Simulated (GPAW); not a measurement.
# Si (P-1) in GPAW: relaxation of cell and atoms with PBEsol

Aim: the relaxation of cell and atoms of Si with PBEsol.

Program: GPAW 26.7.0. These are calculated values, not measurements. Logs are shortened: lines on timing, memory, paths and dates and some standing lists are left out, and cuts for length are marked. The log counts tension as positive stress, the text compression.

## (1) The cell of the first run

The typed cell holds 2 atoms: a = 4.390 Å, b = 4.317 Å, c = 3.989 Å, α = 54.32°, β = 61.08°, γ = 48.94°.

## (2) Relaxation of cell and atoms, PBEsol

run.py reads:

```python
from ase.filters import FrechetCellFilter
from ase.io import read, write
from ase.optimize import BFGS
from ase.units import Bohr
from gpaw import GPAW, PW, setup_paths
from gpaw.elf import elf_from_dft_calculation

setup_paths.insert(0, '.')

atoms = read('Si.xyz')

calc = GPAW(mode=PW(600),
            xc='PBEsol',
            kpts={'size': (8, 9, 8), 'gamma': True},
            occupations={'name': 'fermi-dirac', 'width': 0.05},
            nbands=11,
            convergence={'density': 1e-05, 'energy': 1e-05},
            random=True,
            maxiter=75,
            txt='gpaw.txt')
atoms.calc = calc
opt = BFGS(FrechetCellFilter(atoms), trajectory='relax.traj', logfile='-')
done = opt.run(fmax=0.05, steps=40)
calc.write('gs.gpw')
write('result.traj', atoms)
print('Converged:', done)
print('Cell:', atoms.cell.cellpar().round(4))
print('Volume:', round(atoms.get_volume(), 4))
print(atoms.get_scaled_positions().round(5))

# fields on the real-space grid
write('density.cube', atoms, data=calc.get_pseudo_density() * Bohr**3)
write('potential.cube', atoms, data=calc.get_electrostatic_potential())
write('elf.cube', atoms, data=elf_from_dft_calculation(calc).data)
```

Si.xyz reads:

```xyz
2
Lattice="0.1463142700 2.7349844700 3.4304596800 2.8398850800 0.3440988000 3.2326751500 2.9636132600 2.6609281200 0.2203706200" Properties=species:S:1:pos:R:3 pbc="T T T"
Si     3.1124682280      2.7570646436      3.5817564854
Si     4.3247975345      4.4179495939      5.0226253271
```

Potentials or basis: PAW data sets generated in the run's folder for this functional, pw.

Run with:

```console
$ gpaw-setup -f PBEsol Si
$ OMP_NUM_THREADS=1 python run.py
```

gpaw.txt:

```text
__  _  _
 | _ |_)|_||  |
 |__||  | ||/\| - 26.7.0

Input parameters:
  mode=PW(ecut=600.0),
  convergence={'density': 1e-05, 'energy': 1e-05},
  kpts=MonkhorstPack(size=(8, 9, 8), gamma=True),
  maxiter=75,
  nbands=11,
  occupations=Occupations(name='fermi-dirac', width=0.05),
  random=True,
  xc=XC(name='PBEsol')
Initializing wave functions with random numbers

           Si

       Si

Atoms  # Å, Bohr magnetons
|   | symbol |        x |        y |        z |    initial magnetic moments |
|---|--------|----------|----------|----------|-----------------------------|
| 0 |     Si | 3.112468 | 2.757065 | 3.581756 | ( 0.0000,  0.0000,  0.0000) |
| 1 |     Si | 4.324798 | 4.417950 | 5.022625 | ( 0.0000,  0.0000,  0.0000) |

Unit cell  # Å
| periodic |        x |        y |        z |  lengths |    angles |
|----------|----------|----------|----------|----------|-----------|
|      yes | 0.146314 | 2.734984 | 3.430460 | 4.389715 | 54.315360 |
|      yes | 2.839885 | 0.344099 | 3.232675 | 4.316658 | 61.082655 |
|      yes | 2.963613 | 2.660928 | 0.220371 | 3.988998 | 48.941544 |

Number of symmetries: 1
Symmetry operations  # r_c * U_cc + t_c -> r_c
|   | kind |            matrix            |
|---|------|------------------------------|
| 0 |  E   |  1, 0, 0,  0, 1, 0,  0, 0, 1 |

BZ-sampling:
  Number of BZ points: 576
  Number of IBZ points: 290

  Monkhorst-Pack size: [8, 9, 8]
  Monkhorst-Pack shift: [0.0625, 0.0, 0.0625]

K-points  # in reciprocal-cell coordinates
|     |                                coordinates |     weight |
|-----|--------------------------------------------|------------|
|   0 | (  0.00000000,   0.00000000,   0.00000000) | 0.00173611 |
|   1 | (  0.00000000,   0.00000000,   0.12500000) | 0.00347222 |
|   2 | (  0.00000000,   0.00000000,   0.25000000) | 0.00347222 |
|   3 | (  0.00000000,   0.00000000,   0.37500000) | 0.00347222 |
|   4 | (  0.00000000,   0.00000000,   0.50000000) | 0.00173611 |
|   5 | (  0.00000000,   0.11111111,  -0.37500000) | 0.00347222 |
|   6 | (  0.00000000,   0.11111111,  -0.25000000) | 0.00347222 |
|   7 | (  0.00000000,   0.11111111,  -0.12500000) | 0.00347222 |
|   8 | (  0.00000000,   0.11111111,   0.00000000) | 0.00347222 |
|   9 | (  0.00000000,   0.11111111,   0.12500000) | 0.00347222 |
| ... |                                            |            |
| 289 | (  0.50000000,   0.44444444,   0.50000000) | 0.00347222 |
[... 1293 lines left out ...]
No gap
No difference between direct/indirect transitions

Stress tensor  # eV/Ang^3
|         x |         y |         z |
|-----------|-----------|-----------|
|  0.010715 |  0.002719 | -0.006971 |
|  0.002719 | -0.010740 |  0.010847 |
| -0.006971 |  0.010847 |  0.010305 |

Forces  # eV/Ang
|        x |        y |        z |
|----------|----------|----------|
|  0.29631 |  0.29987 | -0.11144 |  # Si   0
| -0.29631 | -0.29987 |  0.11144 |  # Si   1

Interpolating wave functions to new cell

           Si

       Si

Atoms  # Å, Bohr magnetons
|   | symbol |        x |        y |        z |    initial magnetic moments |
|---|--------|----------|----------|----------|-----------------------------|
| 0 |     Si | 2.729111 | 2.651817 | 2.680303 | ( 0.0000,  0.0000,  0.0000) |
| 1 |     Si | 4.100942 | 3.999779 | 4.032057 | ( 0.0000,  0.0000,  0.0000) |

Unit cell  # Å
| periodic |         x |         y |         z |  lengths |    angles |
|----------|-----------|-----------|-----------|----------|-----------|
|      yes | -0.026362 |  2.668867 |  2.718200 | 3.809482 | 60.156198 |
|      yes |  2.732466 | -0.028318 |  2.694289 | 3.837495 | 61.613819 |
|      yes |  2.757938 |  2.680729 | -0.042600 | 3.846341 | 60.602038 |

Number of symmetries: 1
Symmetry operations  # r_c * U_cc + t_c -> r_c
|   | kind |            matrix            |
|---|------|------------------------------|
| 0 |  E   |  1, 0, 0,  0, 1, 0,  0, 0, 1 |

BZ-sampling:
  Number of BZ points: 576
  Number of IBZ points: 290

  Monkhorst-Pack size: [8, 9, 8]
  Monkhorst-Pack shift: [0.0625, 0.0, 0.0625]

K-points  # in reciprocal-cell coordinates
|     |                                coordinates |     weight |
|-----|--------------------------------------------|------------|
|   0 | (  0.00000000,   0.00000000,   0.00000000) | 0.00173611 |
|   1 | (  0.00000000,   0.00000000,   0.12500000) | 0.00347222 |
|   2 | (  0.00000000,   0.00000000,   0.25000000) | 0.00347222 |
|   3 | (  0.00000000,   0.00000000,   0.37500000) | 0.00347222 |
|   4 | (  0.00000000,   0.00000000,   0.50000000) | 0.00173611 |
|   5 | (  0.00000000,   0.11111111,  -0.37500000) | 0.00347222 |
|   6 | (  0.00000000,   0.11111111,  -0.25000000) | 0.00347222 |
|   7 | (  0.00000000,   0.11111111,  -0.12500000) | 0.00347222 |
|   8 | (  0.00000000,   0.11111111,   0.00000000) | 0.00347222 |
|   9 | (  0.00000000,   0.11111111,   0.12500000) | 0.00347222 |
| ... |                                            |            |
| 289 | (  0.50000000,   0.44444444,   0.50000000) | 0.00347222 |

Plane wave coefficients: 1365
Cutoff: 600.0 eV

Spin-components: 1 (collinear spins)
Bands:           11
Projectors:      10
Spin-degeneracy: 2
Datatype:        complex128

Parallelization:
  kpt:    1
  domain: 1
  band:   1
[... 115 lines left out ...]
Gap: 0.213 eV
Transition (v -> c):
  (s=0, k=0, n=3, [0.00, 0.00, 0.00]) -> (s=0, k=257, n=4, [0.50, 0.00, 0.50])
Direct/indirect transitions are different
Direct gap: 2.220 eV
Transition at: (s=0, k=0, n=3, [0.00, 0.00, 0.00])

Stress tensor  # eV/Ang^3
|         x |         y |         z |
|-----------|-----------|-----------|
|  0.010833 |  0.000025 | -0.008960 |
|  0.000025 | -0.003712 | -0.005534 |
| -0.008960 | -0.005534 |  0.003811 |

Forces  # eV/Ang
|        x |        y |        z |
|----------|----------|----------|
| -0.02734 |  0.02113 |  0.08636 |  # Si   0
|  0.02734 | -0.02113 | -0.08636 |  # Si   1

Interpolating wave functions to new cell

           Si

       Si

Atoms  # Å, Bohr magnetons
|   | symbol |        x |        y |        z |    initial magnetic moments |
|---|--------|----------|----------|----------|-----------------------------|
| 0 |     Si | 2.728586 | 2.656295 | 2.680874 | ( 0.0000,  0.0000,  0.0000) |
| 1 |     Si | 4.097980 | 4.002907 | 4.032556 | ( 0.0000,  0.0000,  0.0000) |

Unit cell  # Å
| periodic |         x |         y |         z |  lengths |    angles |
|----------|-----------|-----------|-----------|----------|-----------|
|      yes | -0.022072 |  2.672410 |  2.714763 | 3.809489 | 60.170977 |
|      yes |  2.731664 | -0.028275 |  2.694774 | 3.837264 | 61.419378 |
|      yes |  2.751660 |  2.683227 | -0.038794 | 3.843546 | 60.582992 |

Number of symmetries: 1
Symmetry operations  # r_c * U_cc + t_c -> r_c
|   | kind |            matrix            |
|---|------|------------------------------|
| 0 |  E   |  1, 0, 0,  0, 1, 0,  0, 0, 1 |

BZ-sampling:
  Number of BZ points: 576
  Number of IBZ points: 290

  Monkhorst-Pack size: [8, 9, 8]
  Monkhorst-Pack shift: [0.0625, 0.0, 0.0625]

K-points  # in reciprocal-cell coordinates
|     |                                coordinates |     weight |
|-----|--------------------------------------------|------------|
|   0 | (  0.00000000,   0.00000000,   0.00000000) | 0.00173611 |
|   1 | (  0.00000000,   0.00000000,   0.12500000) | 0.00347222 |
|   2 | (  0.00000000,   0.00000000,   0.25000000) | 0.00347222 |
|   3 | (  0.00000000,   0.00000000,   0.37500000) | 0.00347222 |
|   4 | (  0.00000000,   0.00000000,   0.50000000) | 0.00173611 |
|   5 | (  0.00000000,   0.11111111,  -0.37500000) | 0.00347222 |
|   6 | (  0.00000000,   0.11111111,  -0.25000000) | 0.00347222 |
|   7 | (  0.00000000,   0.11111111,  -0.12500000) | 0.00347222 |
|   8 | (  0.00000000,   0.11111111,   0.00000000) | 0.00347222 |
|   9 | (  0.00000000,   0.11111111,   0.12500000) | 0.00347222 |
| ... |                                            |            |
| 289 | (  0.50000000,   0.44444444,   0.50000000) | 0.00347222 |

Plane wave coefficients: 1363
Cutoff: 600.0 eV

Spin-components: 1 (collinear spins)
Bands:           11
Projectors:      10
Spin-degeneracy: 2
Datatype:        complex128

Parallelization:
  kpt:    1
  domain: 1
  band:   1
[... 684 lines left out ...]
Fermi level: 5.483
Eigenvalues  # (at kpt = [0.000, 0.000, 0.000])
| band index |      eig [eV] | occ [0-2] |
|------------|---------------|-----------|
|          0 |        -6.736 |     2.000 |
|          1 |         5.221 |     1.989 |
|          2 |         5.232 |     1.987 |
|          3 |         5.242 |     1.984 |
|          4 |         7.741 |     0.000 |
|          5 |         7.744 |     0.000 |
|          6 |         7.768 |     0.000 |
|          7 |         8.509 |     0.000 |
|          8 |        12.901 |     0.000 |
|          9 |        12.944 |     0.000 |
|         10 |        12.956 |     0.000 |

Gap: 0.491 eV
Transition (v -> c):
  (s=0, k=0, n=3, [0.00, 0.00, 0.00]) -> (s=0, k=219, n=4, [0.38, 0.00, 0.38])
Direct/indirect transitions are different
Direct gap: 2.498 eV
Transition at: (s=0, k=0, n=3, [0.00, 0.00, 0.00])

Stress tensor  # eV/Ang^3
|         x |         y |         z |
|-----------|-----------|-----------|
|  0.000289 | -0.000853 |  0.000930 |
| -0.000853 | -0.001317 |  0.000418 |
|  0.000930 |  0.000418 | -0.000325 |

Forces  # eV/Ang
|        x |        y |        z |
|----------|----------|----------|
|  0.01320 |  0.00803 | -0.00910 |  # Si   0
| -0.01320 | -0.00803 |  0.00910 |  # Si   1

# Writing to gs.gpw (mode='')
```

It took 18 min on 1 thread of Intel Xeon Platinum 8259CL at 2.50GHz (Skylake/Cascade Lake), shared host; peak memory 0.52 GiB.

Results:

| Property | Result |
| --- | --- |
| Free energy | -11.4776 eV |
| Relaxed volume | 20.09 Å³/atom |
| Relaxed cell | a = 3.843 Å, b = 3.850 Å, c = 3.842 Å, α = 59.91°, β = 60.03°, γ = 59.99° |
| Space group after relaxing (to 0.05 Å) | Fd-3m (No. 227) |
| Energy gained by relaxing | 531.1 meV/atom |
| Ionic steps | 12 |
| Pressure after relaxing | 0.1 GPa |
| Largest force after relaxing | 0.018 eV/Å |
| Band gap on the k mesh | 0.49 eV, indirect (least direct gap 2.50 eV) |

Forces on the atoms (eV/Å):
```
Si   0.013  0.008 -0.009
Si  -0.013 -0.008  0.009
```

The path:
| step | energy change (eV) | largest force (eV/Å) | pressure (GPa) | volume (Å³) |
| --- | --- | --- | --- | --- |
| 1 | 0.0000 | 1.1161 | -9.92 | 45.67 |
| 2 | -0.1474 | 1.1550 | -8.96 | 44.31 |
| 3 | -0.6648 | 0.8923 | 5.58 | 37.12 |
| 4 | -0.7148 | 0.7529 | 4.60 | 37.54 |
| 5 | -0.9466 | 1.4984 | 1.22 | 39.93 |
| 6 | -1.0056 | 0.7123 | -0.29 | 40.29 |
| 7 | -1.0301 | 0.4361 | -0.55 | 40.39 |
| 8 | -1.0523 | 0.0930 | -0.58 | 40.46 |
| 9 | -1.0546 | 0.0950 | -0.38 | 40.37 |
| 10 | -1.0613 | 0.0517 | 0.34 | 40.07 |
| 11 | -1.0618 | 0.0416 | 0.30 | 40.08 |
| 12 | -1.0622 | 0.0179 | 0.07 | 40.18 |

Final structure:
```xyz
2
Lattice="0.0100 2.7148 2.7207 2.7308 -0.0041 2.7140 2.7230 2.7102 -0.0035" Properties=species:S:1:pos:R:3 pbc="T T T"
Si    2.7317    2.7106    2.7155
Si    4.0981    4.0654    4.0735
```

Caveat: later steps reuse the first step's grids; an odd mesh through Γ misses points on the zone boundary, where band edges often lie.
